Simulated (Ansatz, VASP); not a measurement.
Two plane-wave programs on GaN

```
Ga N
1.0
     3.13702    0.00000    0.00000
    -1.56851    2.71674    0.00000
     0.00000    0.00000    5.09618
Ga N
2 2
Direct
  0.66667 0.33333 0.50000
  0.33333 0.66667 0.00000
  0.66667 0.33333 0.87500
  0.33333 0.66667 0.37500
```

Alike in both runs: task single point; functional r2SCAN; dispersion D4; k mesh 10 × 10 × 5; occupations fermi-dirac, width 0.05 eV; no spin polarisation.

|  | VASP | Ansatz |
| --- | --- | --- |
| version | VASP 6.6.1 | Ansatz 0.2.0 |
| potentials or method | VASP PAW PBE potentials, release 64 (Ga_d, N) | Ansatz PAW |
| plane-wave cutoff (eV) | 520 | 500 |
| valence electrons in the cell | 36 | 36 |

```tsv
	VASP	Ansatz	Ansatz less VASP
gap on the k mesh at the Fermi level (eV)	2.66	2.67	+0.010
least direct gap on the mesh (eV)	2.66	2.67	+0.010
pressure (GPa)	9.1	7.9	-1.25
largest component of the traceless stress (GPa)	1.52	1.59	+0.071
rms of the force components (eV/Å)	0.090	0.089	-0.0005
dispersion energy (meV/atom)	-153.2	-153.3	-0.11
```

Atom by atom the forces differ by 0.000 eV/Å (rms over components).

Caveats: the PAW data sets were made with another functional, which shifts forces and pressure a little (VASP); odd divisions of the mesh miss points on the zone boundary, where band edges often lie, so the gap on the mesh can be too wide (Ansatz); the PAW data sets come from PBE, with cores solved anew for the run's functional, which leaves a small shift of forces and pressure (Ansatz). r2SCAN opens gaps a little over a GGA but as a rule still falls short of measured ones.
